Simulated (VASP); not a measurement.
Crystal: Cs2AgBiBr6.

```
Bi Cs Ag Br
1.0
     0.00000    5.61610    5.61610
     5.61610    0.00000    5.61610
     5.61610    5.61610    0.00000
Bi Cs Ag Br
1 2 1 6
Direct
  0.00000 0.00000 0.00000
  0.75000 0.75000 0.75000
  0.25000 0.25000 0.25000
  0.50000 0.50000 0.50000
  0.74945 0.74945 0.25055
  0.25055 0.25055 0.74945
  0.74945 0.25055 0.25055
  0.74945 0.25055 0.74945
  0.25055 0.74945 0.74945
  0.25055 0.74945 0.25055
```

- Program: VASP 6.6.1
- Task: relaxation of cell and atoms
- Functional: PBE
- Potentials or basis: VASP PAW PBE potentials, release 64 (Bi, Cs_sv, Ag, Br)
- Cutoff: 600 eV
- k mesh: 3 × 3 × 3
- Occupations: fermi-dirac, width 0.05 eV
- Spin: no spin polarisation

At the start: pressure 1.8 GPa; volume 35.43 Å³/atom.

Q: Where does the relaxation end?

A: Over 5 steps the energy falls by 13.3 meV/atom and the volume is 37.75 Å³/atom (+6.6 %); space group Fm-3m (No. 225, to 0.05 Å).

The path:
```tsv
step	energy change (eV)	largest force (eV/Å)	pressure (GPa)	volume (Å³)
1	0.0000	0.2844	1.85	354.27
2	-0.1318	0.0299	0.08	375.63
3	-0.1320	0.0407	0.02	376.50
4	-0.1324	0.0285	0.02	376.85
5	-0.1328	0.0062	0.00	377.51
```

Final structure:
```xyz
10
Lattice="0.0000 5.7363 5.7363 5.7363 0.0000 5.7363 5.7363 5.7363 0.0000" Properties=species:S:1:pos:R:3 pbc="T T T"
Bi    0.0000    0.0000    0.0000
Cs    8.6044    8.6044    8.6044
Cs    2.8681    2.8681    2.8681
Ag    5.7363    5.7363    5.7363
Br    5.7363    5.7363    8.5891
Br    5.7363    5.7363    2.8835
Br    2.8835    5.7363    5.7363
Br    5.7363    8.5891    5.7363
Br    8.5891    5.7363    5.7363
Br    5.7363    2.8835    5.7363
```
